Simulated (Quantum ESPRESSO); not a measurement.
# TaS2 in Quantum ESPRESSO: a series of runs

Runs on TaS2. Level: PBE. Tasks: work function.

Program: Quantum ESPRESSO 7.5. These are calculated values, not measurements. Logs are shortened: lines on timing, memory, paths and dates and some standing lists are left out, and cuts for length are marked.

## 1. Starting point

The cell holds a slab with vacuum, 6 atoms: a = 3.282 Å, b = 3.282 Å, c = 30.588 Å, α = 90.00°, β = 90.00°, γ = 60.22°.

## 2. Work function, PBE

File pw.in:

```
&CONTROL
  calculation = 'scf'
  prefix = 'pwscf'
  outdir = './tmp'
  pseudo_dir = './pseudo'
  tprnfor = .true.
  disk_io = 'low'
/
&SYSTEM
  ibrav = 0
  celldm(1) = 8
  nat = 6
  ntyp = 2
  ecutwfc = 58
  nbnd = 34
  occupations = 'smearing'
  smearing = 'gaussian'
  degauss = 0.00734986
/
&ELECTRONS
  conv_thr = 6d-09
  electron_maxstep = 150
  mixing_beta = 0.3
  mixing_mode = 'local-TF'
/
ATOMIC_SPECIES
S     32.0600 S.upf
Ta   180.9479 Ta.upf
CELL_PARAMETERS alat
  0.7753392550385   0.0000000000000   0.0000000000000
  0.3851462736707   0.6729140422679   0.0000000000000
  0.0000000000000   0.0000000000000   7.2253678375066
ATOMIC_POSITIONS crystal
S      0.2380000000    0.2380000000    0.2451941938
Ta     0.5800000000    0.5800000000    0.3161043546
S      0.2380000000    0.2380000000    0.3870145155
S      0.7380000000    0.7380000000    0.6129854845
Ta     0.0800000000    0.0800000000    0.6838956454
S      0.7380000000    0.7380000000    0.7548058062
K_POINTS automatic
9 9 1 0 0 0
```

File pp_density.in:

```
&INPUTPP
  prefix = 'pwscf'
  outdir = './tmp'
  filplot = 'density.dat'
  plot_num = 0
/
&PLOT
  nfile = 1
  filepp(1) = 'density.dat'
  iflag = 3
  output_format = 6
  fileout = 'density.cube'
/
```

File pp_potential.in:

```
&INPUTPP
  prefix = 'pwscf'
  outdir = './tmp'
  filplot = 'potential.dat'
  plot_num = 11
/
&PLOT
  nfile = 1
  filepp(1) = 'potential.dat'
  iflag = 3
  output_format = 6
  fileout = 'potential.cube'
/
```

File pp_elf.in:

```
&INPUTPP
  prefix = 'pwscf'
  outdir = './tmp'
  filplot = 'elf.dat'
  plot_num = 8
/
&PLOT
  nfile = 1
  filepp(1) = 'elf.dat'
  iflag = 3
  output_format = 6
  fileout = 'elf.cube'
/
```

Potentials or basis: PseudoDojo 0.4.1 SR PBE standard.

Run with:

```
OMP_NUM_THREADS=1 mpirun -n 2 pw.x -nk 2 -in pw.in > pw.out
OMP_NUM_THREADS=1 mpirun -n 1 pp.x -in pp_density.in > pp_density.out
OMP_NUM_THREADS=1 mpirun -n 1 pp.x -in pp_potential.in > pp_potential.out
OMP_NUM_THREADS=1 mpirun -n 1 pp.x -in pp_elf.in > pp_elf.out
```

pw.out:

```text
This program is part of the open-source Quantum ESPRESSO suite
     for quantum simulation of materials; please cite
         "P. Giannozzi et al., J. Phys.:Condens. Matter 21 395502 (2009);
         "P. Giannozzi et al., J. Phys.:Condens. Matter 29 465901 (2017);
         "P. Giannozzi et al., J. Chem. Phys. 152 154105 (2020);
     in publications or presentations arising from this work. More details at

     Message from routine setup:
     using ibrav=0 with symmetry is DISCOURAGED, use correct ibrav instead

     K-points division:     npool     =       2
     Subspace diagonalization in iterative solution of the eigenvalue problem:
     a serial algorithm will be used

     G-vector sticks info
     --------------------
     sticks:   dense  smooth     PW     G-vecs:    dense   smooth      PW
     Sum         613     613    199               114893   114893   20267

     Using Slab Decomposition

     bravais-lattice index     =            0
     lattice parameter (alat)  =       8.0000  a.u.
     unit-cell volume          =    1930.1066 (a.u.)^3
     number of atoms/cell      =            6
     number of atomic types    =            2
     number of electrons       =        50.00
     number of Kohn-Sham states=           34
     kinetic-energy cutoff     =      58.0000  Ry
     charge density cutoff     =     232.0000  Ry
     scf convergence threshold =      6.0E-09
     mixing beta               =       0.3000
     number of iterations used =            8  local-TF  mixing
     Exchange-correlation= PBE
                           (   1   4   3   4   0   0   0)

     celldm(1)=   8.000000  celldm(2)=   0.000000  celldm(3)=   0.000000
     celldm(4)=   0.000000  celldm(5)=   0.000000  celldm(6)=   0.000000

     crystal axes: (cart. coord. in units of alat)
               a(1) = (   0.775339   0.000000   0.000000 )
               a(2) = (   0.385146   0.672914   0.000000 )
               a(3) = (   0.000000   0.000000   7.225368 )

     reciprocal axes: (cart. coord. in units 2 pi/alat)
               b(1) = (  1.289758 -0.738201  0.000000 )
               b(2) = (  0.000000  1.486074  0.000000 )
               b(3) = (  0.000000  0.000000  0.138401 )

     PseudoPot. # 1 for S  read from file:
     S.upf
     Pseudo is Norm-conserving + core correction, Zval =  6.0
     Generated using ONCVPSP code by D. R. Hamann
     Using radial grid of 1146 points,  6 beta functions with:
                l(1) =   0
                l(2) =   0
                l(3) =   1
                l(4) =   1
                l(5) =   2
                l(6) =   2

     PseudoPot. # 2 for Ta read from file:
     Ta.upf
     Pseudo is Norm-conserving + core correction, Zval = 13.0
     Generated using ONCVPSP code by D. R. Hamann
     Using radial grid of 1450 points,  8 beta functions with:
                l(1) =   0
                l(2) =   0
                l(3) =   1
                l(4) =   1
                l(5) =   2
                l(6) =   2
                l(7) =   3
                l(8) =   3

     atomic species   valence    mass     pseudopotential
     S                 6.00    32.06000     S ( 1.00)
     Ta               13.00   180.94790     Ta( 1.00)

      2 Sym. Ops. (no inversion) found ( 1 have fractional translation)

   Cartesian axes

     site n.     atom                  positions (alat units)
         1        S      tau(   1) = (   0.2761956   0.1601535   1.7716182  )
         2        Ta     tau(   2) = (   0.6730816   0.3902901   2.2839702  )
         3        S      tau(   3) = (   0.2761956   0.1601535   2.7963222  )
         4        S      tau(   4) = (   0.8564383   0.4966106   4.4290456  )
         5        Ta     tau(   5) = (   0.0928388   0.0538331   4.9413976  )
         6        S      tau(   6) = (   0.8564383   0.4966106   5.4537496  )

     number of k points=    41  Gaussian smearing, width (Ry)=  0.0073
                       cart. coord. in units 2pi/alat
        k(    1) = (   0.0000000   0.0000000   0.0000000), wk =   0.0246914
        k(    2) = (   0.0000000   0.1651193   0.0000000), wk =   0.0493827
        k(    3) = (   0.0000000   0.3302386   0.0000000), wk =   0.0493827
        k(    4) = (   0.0000000   0.4953580   0.0000000), wk =   0.0493827
        k(    5) = (   0.0000000   0.6604773   0.0000000), wk =   0.0493827
        k(    6) = (   0.1433064  -0.0820223   0.0000000), wk =   0.0493827
[... 33 lines left out ...]
        k(   40) = (   0.5732258  -0.6583278   0.0000000), wk =   0.0493827
        k(   41) = (   0.5732258  -0.4932084   0.0000000), wk =   0.0493827

     Dense  grid:   114893 G-vectors     FFT dimensions: (  32,  32, 288)

     Initial potential from superposition of free atoms

     starting charge      49.9980, renormalised to      50.0000

     negative rho (up, down):  3.289E-05 0.000E+00
     Starting wfcs are   36 randomized atomic wfcs

     Self-consistent Calculation

     iteration #  1     ecut=    58.00 Ry     beta= 0.30
     Davidson diagonalization with overlap
     ethr =  1.00E-02,  avg # of iterations =  2.1

     negative rho (up, down):  4.708E-07 0.000E+00

     total energy              =    -348.64332618 Ry
     estimated scf accuracy    <       0.95513985 Ry

     iteration #  2     ecut=    58.00 Ry     beta= 0.30
     Davidson diagonalization with overlap
     ethr =  1.91E-03,  avg # of iterations =  1.1
[... 129 lines left out ...]
     total energy              =    -348.66295169 Ry
     estimated scf accuracy    <       0.00000002 Ry

     iteration # 19     ecut=    58.00 Ry     beta= 0.30
     Davidson diagonalization with overlap
     ethr =  3.46E-11,  avg # of iterations =  2.0

     End of self-consistent calculation

          k = 0.0000 0.0000 0.0000 ( 14439 PWs)   bands (ev):

   -68.2439 -68.2439 -34.5723 -34.5723 -34.4009 -34.4009 -34.4007 -34.4007
   -12.2930 -12.2929 -11.9313 -11.9312  -4.8722  -4.8713  -2.0460  -2.0395
    -0.4876  -0.4808   0.2378   0.2378   0.2478   0.2479   0.9329   0.9329
     1.1119   1.1119   2.3500   2.3500   2.4453   2.4453   3.2808   3.2808
     3.4395   3.4396

          k = 0.0000 0.1651 0.0000 ( 14468 PWs)   bands (ev):
[... 313 lines left out ...]
   -68.2291 -68.2291 -34.6652 -34.6652 -34.5312 -34.5312 -34.4882 -34.4882
   -10.7337 -10.7337 -10.7104 -10.7104  -3.8724  -3.8724  -3.2824  -3.2824
    -2.3284  -2.3284  -1.7950  -1.7950  -0.8476  -0.8476  -0.6475  -0.6475
     0.2577   0.2578   3.0230   3.0230   3.1156   3.1156   3.6918   3.6922
     3.7477   3.7477

     the Fermi energy is     0.4549 ev

!    total energy              =    -348.66295168 Ry
     estimated scf accuracy    <          1.0E-09 Ry
     smearing contrib. (-TS)   =      -0.00497173 Ry
     internal energy E=F+TS    =    -348.65797995 Ry

     The total energy is F=E-TS. E is the sum of the following terms:
     one-electron contribution =   -1471.85112003 Ry
     hartree contribution      =     737.51739378 Ry
     xc contribution           =     -83.33956901 Ry
     ewald contribution        =     469.01531530 Ry

     convergence has been achieved in  19 iterations

     Forces acting on atoms (cartesian axes, Ry/au):

     atom    1 type  1   force =    -0.00004379   -0.00002537    0.15043142
     atom    2 type  2   force =     0.00008743    0.00005071    0.00000123
     atom    3 type  1   force =    -0.00004364   -0.00002534   -0.15041975
     atom    4 type  1   force =    -0.00004364   -0.00002534    0.15041975
     atom    5 type  2   force =     0.00008743    0.00005071   -0.00000123
     atom    6 type  1   force =    -0.00004379   -0.00002537   -0.15043142

     Total force =     0.300851     Total SCF correction =     0.000073

=------------------------------------------------------------------------------=
   JOB DONE.
=------------------------------------------------------------------------------=
```

pp_density.out:

```text
This program is part of the open-source Quantum ESPRESSO suite
     for quantum simulation of materials; please cite
         "P. Giannozzi et al., J. Phys.:Condens. Matter 21 395502 (2009);
         "P. Giannozzi et al., J. Phys.:Condens. Matter 29 465901 (2017);
         "P. Giannozzi et al., J. Chem. Phys. 152 154105 (2020);
     in publications or presentations arising from this work. More details at

     IMPORTANT: XC functional enforced from input :
     Exchange-correlation= PBE
                           (   1   4   3   4   0   0   0)
     Any further DFT definition will be discarded
     Please, verify this is what you really want

     G-vector sticks info
     --------------------
     sticks:   dense  smooth     PW     G-vecs:    dense   smooth      PW
     Sum         613     613    199               114893   114893   20267

     Using Slab Decomposition

     Calling punch_plot, plot_num =   0
     Writing data to file  density.dat
     Reading data from file  density.dat

     Writing data to be plotted to file density.cube
     Plot Type: 3D                     Output format: Gaussian cube

=------------------------------------------------------------------------------=
   JOB DONE.
=------------------------------------------------------------------------------=
```

Run time: 4.4 min. Hardware: 2 MPI ranks of Arm Neoverse V2, shared host; peak memory 0.74 GiB.

Results:

```
Free energy                     : -4743.8011 eV
Largest force                   : 3.868 eV/Å
Band gap on the k mesh          : none (metal or under the smearing width)
Work function of the upper face : 5.91 eV
Work function of the lower face : 5.91 eV
```

Forces on the atoms (eV/Å):
```
S   -0.001 -0.001  3.868
Ta   0.002  0.001  0.000
S   -0.001 -0.001 -3.867
S   -0.001 -0.001  3.867
Ta   0.002  0.001  0.000
S   -0.001 -0.001 -3.868
```

Levels at points of the mesh, in eV from the Fermi level:
```csv
k point,band 23,band 24,band 25,band 26,band 27,band 28,band 29,band 30
"(0.00, 0.00, 0.00)",0.48,0.48,0.66,0.66,1.90,1.90,1.99,1.99
```

Spin-orbit coupling is left out, which matters for the levels of Ta.

## 3. Work function, PBE

pw.in: that of step 2 with these lines changed.

```diff
@@ -17,3 +17,3 @@
   smearing = 'gaussian'
-  degauss = 0.00734986
+  degauss = 0.01469973
 /
```

pp_density.in is that of step 2.

pp_potential.in is that of step 2.

pp_elf.in is that of step 2.

Potentials or basis: PseudoDojo 0.4.1 SR PBE standard.

Run with:

```
OMP_NUM_THREADS=1 mpirun -n 2 pw.x -nk 2 -in pw.in > pw.out
OMP_NUM_THREADS=1 mpirun -n 1 pp.x -in pp_density.in > pp_density.out
OMP_NUM_THREADS=1 mpirun -n 1 pp.x -in pp_potential.in > pp_potential.out
OMP_NUM_THREADS=1 mpirun -n 1 pp.x -in pp_elf.in > pp_elf.out
```

pw.out:

```text
This program is part of the open-source Quantum ESPRESSO suite
     for quantum simulation of materials; please cite
         "P. Giannozzi et al., J. Phys.:Condens. Matter 21 395502 (2009);
         "P. Giannozzi et al., J. Phys.:Condens. Matter 29 465901 (2017);
         "P. Giannozzi et al., J. Chem. Phys. 152 154105 (2020);
     in publications or presentations arising from this work. More details at

     Message from routine setup:
     using ibrav=0 with symmetry is DISCOURAGED, use correct ibrav instead

     K-points division:     npool     =       2
     Subspace diagonalization in iterative solution of the eigenvalue problem:
     a serial algorithm will be used

     G-vector sticks info
     --------------------
     sticks:   dense  smooth     PW     G-vecs:    dense   smooth      PW
     Sum         613     613    199               114893   114893   20267

     Using Slab Decomposition

     bravais-lattice index     =            0
     lattice parameter (alat)  =       8.0000  a.u.
     unit-cell volume          =    1930.1066 (a.u.)^3
[... 587 lines left out ...]
   -68.2283 -68.2283 -34.6617 -34.6617 -34.5350 -34.5350 -34.4847 -34.4847
   -10.7349 -10.7349 -10.7115 -10.7115  -3.8728  -3.8728  -3.2836  -3.2836
    -2.3274  -2.3274  -1.7957  -1.7957  -0.8480  -0.8480  -0.6459  -0.6459
     0.2601   0.2601   3.0232   3.0232   3.1155   3.1156   3.6917   3.6921
     3.7503   3.7503

     the Fermi energy is     0.4790 ev

!    total energy              =    -348.66934269 Ry
     estimated scf accuracy    <          4.8E-09 Ry
     smearing contrib. (-TS)   =      -0.01484549 Ry
     internal energy E=F+TS    =    -348.65449719 Ry

     The total energy is F=E-TS. E is the sum of the following terms:
     one-electron contribution =   -1471.84959322 Ry
     hartree contribution      =     737.51909066 Ry
     xc contribution           =     -83.33930993 Ry
     ewald contribution        =     469.01531530 Ry

     convergence has been achieved in  18 iterations

     Forces acting on atoms (cartesian axes, Ry/au):

     atom    1 type  1   force =     0.00016623    0.00009642    0.14982882
     atom    2 type  2   force =    -0.00033245   -0.00019279    0.00000190
     atom    3 type  1   force =     0.00016623    0.00009637   -0.14981418
     atom    4 type  1   force =     0.00016623    0.00009637    0.14981418
     atom    5 type  2   force =    -0.00033245   -0.00019279   -0.00000190
     atom    6 type  1   force =     0.00016623    0.00009642   -0.14982882

     Total force =     0.299644     Total SCF correction =     0.000194

=------------------------------------------------------------------------------=
   JOB DONE.
=------------------------------------------------------------------------------=
```

pp_potential.out:

```text
This program is part of the open-source Quantum ESPRESSO suite
     for quantum simulation of materials; please cite
         "P. Giannozzi et al., J. Phys.:Condens. Matter 21 395502 (2009);
         "P. Giannozzi et al., J. Phys.:Condens. Matter 29 465901 (2017);
         "P. Giannozzi et al., J. Chem. Phys. 152 154105 (2020);
     in publications or presentations arising from this work. More details at

     IMPORTANT: XC functional enforced from input :
     Exchange-correlation= PBE
                           (   1   4   3   4   0   0   0)
     Any further DFT definition will be discarded
     Please, verify this is what you really want

     G-vector sticks info
     --------------------
     sticks:   dense  smooth     PW     G-vecs:    dense   smooth      PW
     Sum         613     613    199               114893   114893   20267

     Using Slab Decomposition

     Calling punch_plot, plot_num =  11
     Writing data to file  potential.dat
     Reading data from file  potential.dat

     Writing data to be plotted to file potential.cube
     Plot Type: 3D                     Output format: Gaussian cube

=------------------------------------------------------------------------------=
   JOB DONE.
=------------------------------------------------------------------------------=
```

Wall time 4.2 min (2 MPI ranks of Arm Neoverse V2, shared host); peak memory 0.74 GiB.

Results:

| Quantity | Value |
| --- | --- |
| Free energy | -4743.8881 eV |
| Largest force | 3.852 eV/Å |
| Band gap on the k mesh | none (metal or under the smearing width) |
| Work function of the upper face | 5.88 eV |
| Work function of the lower face | 5.88 eV |

Forces on the atoms (eV/Å):
```
S    0.004  0.002  3.852
Ta  -0.009 -0.005  0.000
S    0.004  0.002 -3.852
S    0.004  0.002  3.852
Ta  -0.009 -0.005  0.000
S    0.004  0.002 -3.852
```

(Continued in part 2 of 2.)
